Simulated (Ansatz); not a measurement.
# LiF under strains and displacements

These are results of Ansatz, DFT PBEsol, scalar-relativistic, plane waves, PAW, not measurements.

Cutoff 420 eV; k points 9×9×6 on the computed 4-atom cell (Γ-centred); Gaussian smearing, width 0.02 eV; no spin polarisation.

Reference cell:

```xyz
4
Lattice="3.0609 0.0000 0.0000 -1.5305 2.6509 0.0000 0.0000 0.0000 4.8073" Properties=species:S:1:pos:R:3 pbc="T T T"
Li    0.0000    1.7672    1.8323
Li    1.5305    0.8836    4.2360
F     0.0000    1.7672    4.7777
F     1.5305    0.8836    2.3741
```

Each variant moves atoms of this cell by the vectors given, if any (Å), and then applies a symmetric strain (tensor components, Cartesian axes). The reference cell isn't relaxed at this level. Energies are per atom at zero smearing, counted from the lowest variant. Pressure is positive in compression.

1. strain (xx yy zz yz xz xy, %) 0.70 3.24 -4.03 0.00 -0.12 0.00; moves: Li1 (-0.072, 0.001, 0.112); Li2 (-0.072, -0.001, 0.112); F3 (0.072, 0.098, -0.112); F4 (0.072, -0.098, -0.112)
2. strain (xx yy zz yz xz xy, %) -1.11 -1.11 -2.61 0.00 0.00 0.00; moves: Li1 (0.000, 0.000, -0.060); Li2 (0.000, 0.000, -0.060); F3 (0.000, 0.000, 0.060); F4 (0.000, 0.000, 0.060)
3. no strain; moves: F3 (0.090, 0.000, 0.000)
4. strain (xx yy zz yz xz xy, %) 2.69 5.90 -1.71 0.00 0.00 2.78; moves: Li1 (-0.001, 0.001, 0.055); Li2 (0.001, -0.001, 0.055); F3 (0.030, -0.017, -0.055); F4 (-0.030, 0.017, -0.055)
5. no strain; moves: F3 (0.000, 0.045, 0.000)
6. strain (xx yy zz yz xz xy, %) 1.83 1.83 0.33 0.00 0.00 0.00; moves: Li1 (0.000, 0.000, 0.030); Li2 (0.000, 0.000, 0.030); F3 (0.000, 0.000, -0.030); F4 (0.000, 0.000, -0.030)
7. strain (xx yy zz yz xz xy, %) 0.09 0.53 0.86 -0.10 -1.00 -0.70; moves: Li1 (0.002, 0.020, -0.023); Li2 (0.006, 0.065, -0.046); F3 (-0.007, -0.023, 0.046); F4 (0.000, -0.062, 0.023)
8. strain (xx yy zz yz xz xy, %) 3.30 3.30 -5.70 0.00 0.00 0.00; moves: Li1 (0.000, 0.000, 0.250); Li2 (0.000, 0.000, 0.250); F3 (0.000, 0.000, -0.250); F4 (0.000, 0.000, -0.250)

Problem. Order the variants by energy, lowest first.

Solution. 6 (0.0 meV/atom), 5 (0.7 meV/atom), 3 (4.0 meV/atom), 7 (9.8 meV/atom), 4 (12.8 meV/atom), 8 (19.1 meV/atom), 2 (31.3 meV/atom), 1 (39.3 meV/atom). Neighbours within 1 meV/atom are level.

Problem. Order them by pressure, highest first.

Solution. 2 (5.91 GPa), 1 (2.35 GPa), 3 (1.60 GPa), 5 (1.45 GPa), 7 (1.10 GPa), 8 (0.21 GPa), 6 (-0.87 GPa), 4 (-2.07 GPa).

This form isn't the usual stable structure of the compound.